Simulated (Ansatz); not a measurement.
# Sn (I4_1/amd) in Ansatz: convergence with wavefunction cutoff

Aim: find how far wavefunction cutoff must go before the results for Sn settle, at PBE. This setting moves, with any that are tied to it; all else stays.

Everything below comes from runs of Ansatz 0.2.0. Logs are shortened: lines on timing, memory, paths and dates and some standing lists are left out, and cuts for length are marked.

## 1. The structure

It takes space group I4_1/amd (No. 141, tetragonal). Conventional cell: a = 5.880 Å, b = 5.880 Å, c = 3.199 Å, α = 90.00°, β = 90.00°, γ = 90.00°. Sn (site symmetry -4m2) is surrounded by 6 Sn at 3.05 to 3.20 Å.

## 2. With wavefunction cutoff 200 eV

Contents of input.yaml:

```yaml
crystal:
  lattice:
    - [-2.9401404553, 2.9401404553, 1.5993019889]
    - [2.9401404553, -2.9401404553, 1.5993019889]
    - [2.9401404553, 2.9401404553, -1.5993019889]
  atoms:
    - { symbol: Sn, position: [0.0, 0.0, 0.0] }
    - { symbol: Sn, position: [0.75, 0.25, 0.5] }
hamiltonian:
  xc: pbe
  pseudopotentials: { kind: paw }
kpoints:
  mp_grid: { grid: [8, 8, 8] }
scf:
  occupations: { method: gaussian, width: 0.1 }
output:
  forces: true
  stress: true
  eigenvalues: true
basis:
  ecutwfc: "200 eV"
```

Potentials or basis: Ansatz PAW.

The run is started by

```
> ansatz run input.yaml --threads 2 --pin off --max-ram 5632MiB --backend cpu --events-out ev --progress --plain --runs-dir out
```

Wall time 1.5 s (2 threads of AMD EPYC (Zen 3), shared host); peak memory 0.31 GiB.

What came out:

```
Free energy            : -12038.0562 eV
Pressure               : 3.6 GPa
Band gap on the k mesh : none (metal or under the smearing width)
```

## 3. With wavefunction cutoff 250 eV

Edit input.yaml of step 2 so:

```diff
@@ -20,2 +20,2 @@
 basis:
-  ecutwfc: "200 eV"
+  ecutwfc: "250 eV"
```

Potentials or basis: Ansatz PAW.

The run is started by

```
> ansatz run input.yaml --threads 2 --pin off --max-ram 5632MiB --backend cpu --events-out ev --progress --plain --runs-dir out
```

It took 1.5 s on 2 threads of AMD EPYC (Zen 3), shared host; peak memory 0.32 GiB.

Results:

```yaml
Free_energy: -12047.2771 eV
Pressure: 2.3 GPa
Band_gap_on_the_k_mesh: none (metal or under the smearing width)
```

## 4. With wavefunction cutoff 300 eV

Edit input.yaml of step 3 so:

```diff
@@ -20,2 +20,2 @@
 basis:
-  ecutwfc: "250 eV"
+  ecutwfc: "300 eV"
```

The run is started by

```
> ansatz run input.yaml --threads 2 --pin off --max-ram 5632MiB --backend cpu --events-out ev --progress --plain --runs-dir out
```

It took 2.2 s on 2 threads of AMD EPYC (Zen 3), shared host; peak memory 0.34 GiB.

What came out:

```yaml
Free_energy: -12048.2522 eV
Pressure: 1.5 GPa
Band_gap_on_the_k_mesh: none (metal or under the smearing width)
```

## 5. With wavefunction cutoff 350 eV

Edit input.yaml of step 4 so:

```diff
@@ -20,2 +20,2 @@
 basis:
-  ecutwfc: "300 eV"
+  ecutwfc: "350 eV"
```

The run is started by

```
> ansatz run input.yaml --threads 2 --pin off --max-ram 5632MiB --backend cpu --events-out ev --progress --plain --runs-dir out
```

Wall time 2.2 s (2 threads of AMD EPYC (Zen 3), shared host); peak memory 0.35 GiB.

Results:

```yaml
Free_energy: -12048.3187 eV
Pressure: 1.4 GPa
Band_gap_on_the_k_mesh: none (metal or under the smearing width)
```

## 6. With wavefunction cutoff 400 eV

Edit input.yaml of step 5 so:

```diff
@@ -20,2 +20,2 @@
 basis:
-  ecutwfc: "350 eV"
+  ecutwfc: "400 eV"
```

Potentials or basis: Ansatz PAW.

The run is started by

```
> ansatz run input.yaml --threads 2 --pin off --max-ram 5632MiB --backend cpu --events-out ev --progress --plain --runs-dir out
```

Wall time 2.5 s (2 threads of AMD EPYC (Zen 3), shared host); peak memory 0.36 GiB.

Results (log left out):

```
Free energy            : -12048.3222 eV
Pressure               : 1.4 GPa
Band gap on the k mesh : none (metal or under the smearing width)
```

## 7. With wavefunction cutoff 450 eV

Edit input.yaml of step 6 so:

```diff
@@ -20,2 +20,2 @@
 basis:
-  ecutwfc: "400 eV"
+  ecutwfc: "450 eV"
```

The run is started by

```
> ansatz run input.yaml --threads 2 --pin off --max-ram 5632MiB --backend cpu --events-out ev --progress --plain --runs-dir out
```

It took 3.5 s on 2 threads of AMD EPYC (Zen 3), shared host; peak memory 0.37 GiB.

Results (log left out):

```
Free energy            : -12048.3241 eV
Pressure               : 1.4 GPa
Band gap on the k mesh : none (metal or under the smearing width)
```

## 8. With wavefunction cutoff 500 eV

Edit input.yaml of step 7 so:

```diff
@@ -20,2 +20,2 @@
 basis:
-  ecutwfc: "450 eV"
+  ecutwfc: "500 eV"
```

The run is started by

```
> ansatz run input.yaml --threads 2 --pin off --max-ram 5632MiB --backend cpu --events-out ev --progress --plain --runs-dir out
```

It took 3.5 s on 2 threads of AMD EPYC (Zen 3), shared host; peak memory 0.39 GiB.

It converged, with:

| Quantity | Value |
| --- | --- |
| Free energy | -12048.3247 eV |
| Pressure | 1.4 GPa |
| Band gap on the k mesh | none (metal or under the smearing width) |

## 9. With wavefunction cutoff 600 eV

Edit input.yaml of step 8 so:

```diff
@@ -20,2 +20,2 @@
 basis:
-  ecutwfc: "500 eV"
+  ecutwfc: "600 eV"
```

Potentials or basis: Ansatz PAW.

The run is started by

```
> ansatz run input.yaml --threads 2 --pin off --max-ram 5632MiB --backend cpu --events-out ev --progress --plain --runs-dir out
```

It took 4.5 s on 2 threads of AMD EPYC (Zen 3), shared host; peak memory 0.41 GiB.

The run converged. Its results:

* Free energy: -12048.3249 eV
* Pressure: 1.4 GPa
* Band gap on the k mesh: none (metal or under the smearing width)

## 10. With wavefunction cutoff 800 eV

Edit input.yaml of step 9 so:

```diff
@@ -20,2 +20,2 @@
 basis:
-  ecutwfc: "600 eV"
+  ecutwfc: "800 eV"
```

Potentials or basis: Ansatz PAW.

The run is started by

```
> ansatz run input.yaml --threads 2 --pin off --max-ram 5632MiB --backend cpu --events-out ev --progress --plain --runs-dir out
```

What it wrote:

```text
Warning: RAYON_NUM_THREADS=2 ignored (pool sized by the plan → 2); use --threads N
Engine: ansatz 0.2.0, x86_64-unknown-linux-gnu
Pseudopotentials: kind: paw
Pseudopotential: Sn, paw, valence charge 14, recommended cutoff 420 eV (normal), Sn.paw.azcp
Functional definition: PBE
  parameter kappa = 0.804
  parameter beta = 0.06672455060314922
  exchange = pbe_x(kappa = kappa, mu = beta*pi^2/3)
  correlation = pbe_c(beta = beta)
Crystal: 2 atoms, lattice volume = 55.300 Å³
Basis set: ecut = 800 eV, 2859 PW (Γ), exchange–correlation on 90×90×90 points (8 copies of the dense FFT grid, shifted against one another)
Bands: 18, of which v1, the nominal top of the filled ones, is band 14 counted from 1 (13 counted from 0)
Symmetry: 16 space group operations
Space group: I41/amd (ITA 141), of the structure as read, at distance tolerance 3.8e-5 Å
k-points: 59 of 512
Non-local potential: Sn, projectors of the file, l = 0: 2, l = 1: 2, l = 2: 2, l = 3: 2
PAW form: soft (Blöchl's): semilocal exchange-correlation on the pseudo side does not see the compensation charge
PAW one-centre angular grid: Sn, 590 points (default); XC on 64 Gauss nodes
Initial density: superposition of atomic densities (neutral atoms: chi_scale 0, normalization atom), corrected by the library's trained network
Initial wavefunctions: pseudopotential atomic-orbital guess
Functional: x = pbe(κ = 0.804, μ = 0.2195149727645171), c = pbe(β = 0.06672455060314922)
SCF iter   1: F=—  HF=-12048.325877 eV  |F-HF|=—  |Δ(HF+E_count)|=         —  Δρ=1.11e-3  dr2=5.37e-4  ethr=1.77e-3  ⟨swp⟩=6.0  Hψ=5586  notcnv=0
preconditioner: auto → Kerker (q_TF=auto, 2.436 Å⁻¹)  [metal: Δε(μ)=0.028 eV  Ē_g=20.192 eV  σ=0.100 eV  W_gap=0.16  n_scr=16 (ndim 8)  ℏωp=26.4 eV  f_vac=0.000  D(μ)=1.23/eV (n_scr^D=4)]
SCF iter   2: F=—  HF=-12048.325072 eV  |F-HF|=—  |Δ(HF+E_count)|=   8.05e-4  Δρ=7.23e-4  dr2=2.60e-4  ethr=1.92e-6  ⟨swp⟩=2.0  Hψ=2340  notcnv=0
SCF iter   3: F=—  HF=-12048.325039 eV  |F-HF|=—  |Δ(HF+E_count)|=   3.29e-5  Δρ=3.65e-4  dr2=7.31e-5  ethr=9.28e-7  ⟨swp⟩=2.1  Hψ=1889  notcnv=0
SCF iter   4: F=—  HF=-12048.325048 eV  |F-HF|=—  |Δ(HF+E_count)|=   8.75e-6  Δρ=1.84e-4  dr2=1.58e-5  ethr=2.61e-7  ⟨swp⟩=2.3  Hψ=1881  notcnv=0
SCF iter   5: F=—  HF=-12048.325051 eV  |F-HF|=—  |Δ(HF+E_count)|=   3.01e-6  Δρ=1.12e-4  dr2=4.14e-6  ethr=5.63e-8  ⟨swp⟩=2.0  Hψ=1311  notcnv=0
SCF iter   6: F=—  HF=-12048.325049 eV  |F-HF|=—  |Δ(HF+E_count)|=   1.88e-6  Δρ=4.67e-5  dr2=7.41e-7  ethr=1.48e-8  ⟨swp⟩=3.0  Hψ=2098  notcnv=0
SCF iter   7: F=-12048.325048 eV  HF=-12048.325048 eV  |F-HF|=8.05e-8  |Δ(HF+E_count)|=   4.99e-7  Δρ=1.28e-5  dr2=5.81e-8  ethr=3.57e-10  ⟨swp⟩=4.3  Hψ=4932  notcnv=0
SCF 1 converged in 7 iterations: F = -12048.325048 eV  dr2 = 5.81e-8
SCF converged after 7 iterations
Free energy (F): -12048.325048 eV
Harris-Foulkes:  -12048.325048 eV  (|F-HF|=8.05e-8)
Internal energy: -12048.318895 eV  (E = F + TS)
E sigma→0 (E₀):  -12048.321971 eV
Entropy (-TS):   -0.006154 eV (-3.077 meV/atom)
Fermi energy:    10.442355 eV
--- Per-component energies (eV) ---
  E_band       = -171.154691
  E_kinetic    = 373.087238
  E_local      = -1725.546804  (includes V_loc(G=0)·N_el)
  E_nonlocal   = -64.811618
  E_hartree    = 1074.141523
  E_xc         = -765.162163
  E_vxc        = -192.126411  (∫ρ·V_xc dr)
  E_paw        = -8272.286466  (= ΣΔE_a)
  E_vpaw       = -710.025094  (= ΣTr[D̂ρ^β])
  E_aug_tail   = -0.000000  (compensation charges beyond the density's cutoff)
  E_ewald      = -2667.740604
  E_smearing   = -0.006154  (= −TS)
  E_closure    = -0.000000  (closes the sum)
  Σ components = -12048.325048   (vs F -12048.325048, Δ=0.00e0)
--- Forces (eV/Å), atoms counted from 1 ---
  atom   1  Sn     0.00000000    -0.00000000     0.00000000
  atom   2  Sn     0.00000000    -0.00000000     0.00000000
  max |Σ_I F_I| component: 2.08e-17 eV/Å
--- Stress (GPa, compression-positive) ---
        0.943255       0.000000       0.000000
        0.000000       0.943255      -0.000000
       -0.000000      -0.000000       2.400541
  P = ⅓ Tr σ = 1.4290 GPa (14.290 kbar)
--- Band table (eV; the first three rows and the last of 59) ---
  k-point 0: bands = ["-11.1720", "-11.0890", "-11.0523", "-11.0363", "-10.8964", "-10.8964", "-10.8862", "-10.8862", "-10.8084", "-10.7035", "-0.5311", "6.7648", "8.5283", "8.5283", "13.4574", "16.5848", "16.5848", "17.2068"]
  k-point 1: bands = ["-11.1597", "-11.0910", "-11.0443", "-11.0418", "-10.9025", "-10.8898", "-10.8831", "-10.8817", "-10.8155", "-10.7157", "-0.3928", "5.7964", "8.6925", "9.2410", "14.0949", "15.4968", "15.8609", "17.1291"]
  k-point 2: bands = ["-11.1247", "-11.0949", "-11.0612", "-11.0137", "-10.9223", "-10.8781", "-10.8759", "-10.8688", "-10.8348", "-10.7475", "0.0222", "4.2940", "9.1796", "10.1481", "13.8998", "14.5047", "15.8315", "16.7765"]
  k-point 58: bands = ["-11.1019", "-11.1019", "-10.9183", "-10.9183", "-10.9116", "-10.9116", "-10.8938", "-10.8938", "-10.8820", "-10.8820", "2.9583", "2.9583", "5.7591", "5.7591", "15.4684", "15.4684", "19.6564", "19.6564"]
```

Wall time 6.3 s (2 threads of AMD EPYC (Zen 3), shared host); peak memory 0.49 GiB.

Results:

```yaml
Free_energy: -12048.3250 eV
Pressure: 1.4 GPa
Band_gap_on_the_k_mesh: none (metal or under the smearing width)
```

## 11. The series at a glance

```
wavefunction cutoff  energy less the tightest run, at zero smearing (meV/atom)  pressure (GPa)  SCF cycles  CPU time (s)  peak memory (GiB)
             200 eV                                                    5134.56            3.59           7           2.5               0.31
             250 eV                                                     523.95            2.29           6           2.6               0.32
             300 eV                                                      36.43            1.49           8             4               0.34
             350 eV                                                       3.19            1.45           6           3.9               0.35
             400 eV                                                       1.40            1.44           6           4.5               0.36
             450 eV                                                       0.49            1.43           7           6.3               0.37
             500 eV                                                       0.17            1.43           6           6.5               0.39
             600 eV                                                       0.06            1.43           6           8.3               0.41
             800 eV                                                       0.00            1.43           7            12               0.49
```

Against the tightest run, the energy stays within 1 meV/atom from 450 eV on; the pressure stays within 0.1 GPa from 300 eV on. The tightest run that finished is the yardstick and may itself not be fully converged.
